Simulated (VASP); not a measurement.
# GeSe (Pnma) in VASP: phonons with PBE

Aim: the phonons of GeSe with PBE.

Everything below comes from runs of VASP 6.6.1. Logs are shortened: lines on timing, memory, paths and dates and some standing lists are left out, and cuts for length are marked.

### 1 Starting point

It takes space group Pnma (No. 62, orthorhombic). The conventional cell has a = 11.185 Å, b = 3.884 Å, c = 4.523 Å, α = 90.00°, β = 90.00°, γ = 90.00°. Ge (site symmetry m) has 3 Se at 2.59 to 2.61 Å as nearest neighbours. Se (site symmetry m) has 3 Ge at 2.59 to 2.61 Å as nearest neighbours.

### 2 Phonons, PBE

POSCAR

```
GeSe
1.0
   11.1847717482      0.0000000000      0.0000000000
    0.0000000000      3.8837711720     -0.0000000000
    0.0000000000     -0.0000000000      4.5225281592
  Ge              Se
     4     4
Direct
     0.1265103369859816    0.7500000000000000    0.8822747476257451
     0.6265103369859816    0.7500000000000000    0.6177252523742549
     0.3734896630140184    0.2500000000000000    0.3822747476257450
     0.8734896630140184    0.2500000000000000    0.1177252523742550
     0.8528159898937713    0.7500000000000000    0.4990693227351549
     0.3528159898937714    0.7500000000000000    0.0009306772648452
     0.6471840101062287    0.2500000000000000    0.9990693227351548
     0.1471840101062286    0.2500000000000000    0.5009306772648452
```

INCAR.step1

```
ALGO = Fast ; EDIFF = 1E-8
EDIFFG = -0.002 ; ENCUT = 600
GGA = PE ; IBRION = 2
ISIF = 3 ; ISMEAR = 0
KPAR = 2 ; LASPH = T
LCHARG = F ; LREAL = F
LWAVE = F ; NELM = 80
NSW = 40 ; PREC = Accurate
SIGMA = 0.03
```

INCAR.step2

```
ALGO = Fast ; EDIFF = 1E-8
ENCUT = 600 ; GGA = PE
IBRION = 6 ; ISIF = 2
ISMEAR = 0 ; KPAR = 2
LASPH = T ; LCHARG = F
LEPSILON = T ; LREAL = F
LWAVE = F ; NELM = 80
NFREE = 2 ; NSW = 1
POTIM = 0.015 ; PREC = Accurate
SIGMA = 0.03
```

KPOINTS

```
k-points
0
Monkhorst-Pack
  4 10 8
```

Potentials or basis: VASP PAW PBE potentials, release 64 (Ge_d, Se).

Started as:

```bash
cat potpaw_PBE.64/Ge_d/POTCAR potpaw_PBE.64/Se/POTCAR > POTCAR
cp INCAR.step1 INCAR
mpirun -np 2 vasp_std > vasp.out
cp CONTCAR POSCAR
cp INCAR.step2 INCAR
mpirun -np 2 vasp_std > vasp.out
```

OUTCAR:

```text
EDIFF = 1E-8
   ENCUT = 600
   GGA = PE
   IBRION = 6
   ISIF = 2
   ISMEAR = 0
   LASPH = T
   LEPSILON = T
   LREAL = F
   NELM = 80
   NFREE = 2
   NSW = 1
   POTIM = 0.015
   PREC = Accurate

 ion  position               nearest neighbor table
   1  0.126  0.750  0.880-   6 2.59   8 2.61   8 2.61
   2  0.626  0.750  0.620-   5 2.59   7 2.61   7 2.61
   3  0.374  0.250  0.380-   8 2.59   6 2.61   6 2.61
   4  0.874  0.250  0.120-   7 2.59   5 2.61   5 2.61
   5  0.853  0.750  0.500-   2 2.59   4 2.61   4 2.61
   6  0.353  0.750  0.000-   1 2.59   3 2.61   3 2.61
   7  0.647  0.250  1.000-   4 2.59   2 2.61   2 2.61
   8  0.147  0.250  0.500-   3 2.59   1 2.61   1 2.61

  LATTYP: Found a simple orthorhombic cell.
 ALAT       =     3.8801264186
 B/A-ratio  =     1.1691426350
 C/A-ratio  =     2.8794901563

  Lattice vectors:

 A1 = (   0.0000000000,   3.8801264186,   0.0000000000)
 A2 = (   0.0000000000,   0.0000000000,   4.5364212253)
 A3 = (  11.1727858275,   0.0000000000,   0.0000000000)

Analysis of symmetry for initial positions (statically):
=====================================================================
 Subroutine PRICEL returns:
 Original cell was already a primitive cell.

 Routine SETGRP: Setting up the symmetry group for a
 simple orthorhombic supercell.

 Subroutine GETGRP returns: Found  8 space group operations
 (whereof  2 operations were pure point group operations)
 out of a pool of  8 trial point group operations.

The static configuration has the point symmetry S_2 .
 The point group associated with its full space group is D_2h.

Analysis of symmetry for dynamics (positions and initial velocities):
=====================================================================
 Subroutine PRICEL returns:
 Original cell was already a primitive cell.

 Routine SETGRP: Setting up the symmetry group for a
 simple orthorhombic supercell.

[... 473 lines left out ...]
      6     -20.8210      2.00000
[... 1213 lines left out ...]
     47       7.1037      0.00000
     48       7.2514      0.00000

 [... further k-points ...]

------------------------ aborting loop because EDIFF is reached ----------------------------------------

  FORCE on cell =-STRESS in cart. coord.  units (eV):
  Direction    XX          YY          ZZ          XY          YZ          ZX
  --------------------------------------------------------------------------------------
  -------------------------------------------------------------------------------------
  Total       -0.0081336      0.0613089      0.1126690      0.0000000      0.0000000      0.0207998
  in kB       -0.0662634      0.4994742      0.9178978      0.0000000      0.0000000      0.1694526
  external PRESSURE =       0.4503695 kB  Pullay stress =       0.0000000 kB
[... 23 lines left out ...]
  FREE ENERGIE OF THE ION-ELECTRON SYSTEM (eV)
  ---------------------------------------------------
  free  energy   TOTEN  =       -33.8774670734 eV

  energy  without entropy=      -33.8774670734  energy(sigma->0) =      -33.87746707

 INTERNAL STRAIN TENSORS FROM DISPLACED ATOMS
 ============================================

 INTERNAL STRAIN TENSOR FOR ION    1 for displacements in x,y,z  (eV/Angst):
          X           Y           Z          XY          YZ          ZX
  --------------------------------------------------------------------------------
  x     9.94722     2.80840     3.03068    -0.00000     0.00000    -0.18279
  y    -0.00000    -0.00000    -0.00000     1.74535    -4.20694     0.00000
  z    -0.64607    -3.66150    -7.96473     0.00000    -0.00000     2.79222

 INTERNAL STRAIN TENSOR FOR ION    8 for displacements in x,y,z  (eV/Angst):
          X           Y           Z          XY          YZ          ZX
  --------------------------------------------------------------------------------
  x     9.00494     0.48757     1.04693    -0.00000     0.00000    -0.12429
  y    -0.00000     0.00000     0.00000     1.79618     4.61360     0.00000
  z    -0.33495     3.79571     7.86375     0.00000     0.00000     1.42650

 Eigenvectors and eigenvalues of the dynamical matrix
 ----------------------------------------------------

   1 f  =    6.564701 THz    41.247231 2PiTHz  218.974847 cm-1    27.149409 meV
             X         Y         Z           dx          dy          dz
      1.408437  2.910095  3.993495     0.297590   -0.000000   -0.190138
      6.994830  2.910095  2.811137    -0.297590   -0.000000   -0.190138
      4.177956  0.970032  1.725284     0.297590    0.000000    0.190138
      9.764349  0.970032  0.542927    -0.297590    0.000000    0.190138
      9.525796  2.910095  2.266914     0.307475   -0.000000   -0.175347
      3.939403  2.910095  0.001297    -0.307475   -0.000000   -0.175347
      7.233383  0.970032  4.535124     0.307475    0.000000    0.175347
      1.646990  0.970032  2.269508    -0.307475    0.000000    0.175347
[... 243 lines left out ...]
  24 f/i=    0.012543 THz     0.078810 2PiTHz    0.418389 cm-1     0.051874 meV
             X         Y         Z           dx          dy          dz
      1.408437  2.910095  3.993495     0.000000   -0.345041    0.000000
      6.994830  2.910095  2.811137     0.000000   -0.345041    0.000000
      4.177956  0.970032  1.725284     0.000000   -0.345041    0.000000
      9.764349  0.970032  0.542927     0.000000   -0.345041    0.000000
      9.525796  2.910095  2.266914     0.000000   -0.361866    0.000000
      3.939403  2.910095  0.001297     0.000000   -0.361866    0.000000
      7.233383  0.970032  4.535124     0.000000   -0.361866    0.000000
      1.646990  0.970032  2.269508     0.000000   -0.361866    0.000000

--------------------------------------------------------------------------------------------------------

 MACROSCOPIC STATIC DIELECTRIC TENSOR IONIC CONTRIBUTION
 ------------------------------------------------------
           5.232466    -0.000000    -0.000000
          -0.000000    12.091799     0.000000
          -0.000000     0.000000     6.685724
 ------------------------------------------------------

 ELASTIC MODULI CONTR FROM IONIC RELAXATION (kBar)
 Direction    XX          YY          ZZ          XY          YZ          ZX
 --------------------------------------------------------------------------------
 XX        -820.9448   -153.5984   -121.1954     -0.0000     -0.0000     -0.0000
 YY        -153.5984   -134.9110   -221.4155     -0.0000     -0.0000     -0.0000
 ZZ        -121.1954   -221.4155   -477.2425      0.0000     -0.0000      0.0000
 XY          -0.0000     -0.0000      0.0000   -130.7744     -0.0000     -0.0000
 YZ          -0.0000     -0.0000     -0.0000      0.0000   -211.3596     -0.0000
 ZX          -0.0000      0.0000      0.0000     -0.0000     -0.0000   -120.5087
 --------------------------------------------------------------------------------

 PIEZOELECTRIC TENSOR IONIC CONTR  for field in x, y, z        (C/m^2)
          XX          YY          ZZ          XY          YZ          ZX
  --------------------------------------------------------------------------------
  x    -0.00000     0.00000     0.00000     0.00000     0.00000    -0.00000
  y     0.00000     0.00000    -0.00000     0.00000    -0.00000    -0.00000
  z    -0.00000     0.00000    -0.00000     0.00000    -0.00000    -0.00000
```

OUTCAR.step1:

```text
EDIFF = 1E-8
   EDIFFG = -0.002
   ENCUT = 600
   GGA = PE
   IBRION = 2
   ISIF = 3
   ISMEAR = 0
   LASPH = T
   LREAL = F
   NELM = 80
[... 1677 lines left out ...]
  -------------------------------------------------------------------------------------
  Total       -0.0023296      0.0022900     -0.0040231      0.0000000      0.0000000      0.0000000
  in kB       -0.0189791      0.0186559     -0.0327757      0.0000000      0.0000000      0.0000000
  external PRESSURE =      -0.0110330 kB  Pullay stress =       0.0000000 kB
[... 23 lines left out ...]
  FREE ENERGIE OF THE ION-ELECTRON SYSTEM (eV)
  ---------------------------------------------------
  free  energy   TOTEN  =       -33.8781068530 eV

  energy  without entropy=      -33.8781068530  energy(sigma->0) =      -33.87810685

 reached required accuracy - stopping structural energy minimisation
```

Wall time 3.4 h (2 MPI ranks of Intel Xeon Platinum 8488C (Sapphire Rapids), shared host); peak memory 2.2 GiB.

Results:

```yaml
Relaxed_volume: 24.58 Å³/atom
Relaxed_cell: a = 11.173 Å, b = 3.880 Å, c = 4.536 Å, α = 90.00°, β = 90.00°, γ = 90.00°
Space_group_after_relaxing_to_0.05_Å: Pnma (No. 62)
Electronic_dielectric_tensor_diagonal: 12.92, 15.83, 14.57
Born_charges_mean_of_the_diagonal: Ge +2.64; Se -2.64 e
Highest_phonon_frequency_at_Γ_LO-TO_splitting_left_out: 219 cm⁻¹
```

The path:
```
step  energy change (eV)  largest force (eV/Å)  pressure (GPa)  volume (Å³)
   1              0.0000                0.0058            0.02       196.45
   2              0.0000                0.0065            0.00       196.54
   3              0.0000                0.0077           -0.01       196.57
   4              0.0000                0.0070            0.00       196.57
   5             -0.0001                0.0083            0.03       196.56
   6             -0.0001                0.0080            0.03       196.58
   7             -0.0001                0.0070            0.02       196.63
   8             -0.0001                0.0053            0.01       196.74
   9             -0.0001                0.0078           -0.04       196.95
  10             -0.0001                0.0060            0.00       196.83
  11             -0.0001                0.0071           -0.01       196.91
  12             -0.0001                0.0055           -0.01       196.92
  13             -0.0002                0.0024           -0.02       196.94
  14             -0.0002                0.0034            0.01       196.85
  15             -0.0002                0.0034            0.00       196.85
  16             -0.0002                0.0030            0.00       196.82
  17             -0.0002                0.0027            0.01       196.77
  18             -0.0002                0.0049            0.01       196.66
  19             -0.0002                0.0038            0.00       196.70
  20             -0.0002                0.0030            0.00       196.69
  21             -0.0002                0.0020            0.00       196.66
```

Final structure:
```
Ge Se
1.0
    11.17279    0.00000    0.00000
     0.00000    3.88013    0.00000
     0.00000    0.00000    4.53642
Ge Se
4 4
Cartesian
  1.4084 2.9101 3.9935
  6.9948 2.9101 2.8111
  4.1780 0.9700 1.7253
  9.7643 0.9700 0.5429
  9.5258 2.9101 2.2669
  3.9394 2.9101 0.0013
  7.2334 0.9700 4.5351
  1.6470 0.9700 2.2695
```

Phonon frequencies in cm⁻¹ (negative: imaginary):
| q point | frequencies |
| --- | --- |
| (0.000, 0.000, 0.000) | 0 0 0 28 31 47 71 73 74 74 83 95 147 148 153 156 168 171 179 183 187 193 198 219 |

Electronic dielectric tensor:
```
12.92  0.00  0.00
 0.00 15.83  0.00
 0.00  0.00 14.57
```

Born effective charge tensors (e):
atom 1, Ge
```
2.32 0.00 0.17
0.00 3.15 0.00
0.87 0.00 2.44
```
atom 2, Ge
```
 2.32  0.00 -0.17
 0.00  3.15  0.00
-0.87  0.00  2.44
```
atom 3, Ge
```
 2.32  0.00 -0.17
 0.00  3.15  0.00
-0.87  0.00  2.44
```
atom 4, Ge
```
2.32 0.00 0.17
0.00 3.15 0.00
0.87 0.00 2.44
```
atom 5, Se
```
-2.32  0.00  0.61
 0.00 -3.15  0.00
 0.83  0.00 -2.44
```
atom 6, Se
```
-2.32  0.00 -0.61
 0.00 -3.15  0.00
-0.83  0.00 -2.44
```
atom 7, Se
```
-2.32  0.00 -0.61
 0.00 -3.15  0.00
-0.83  0.00 -2.44
```
atom 8, Se
```
-2.32  0.00  0.61
 0.00 -3.15  0.00
 0.83  0.00 -2.44
```
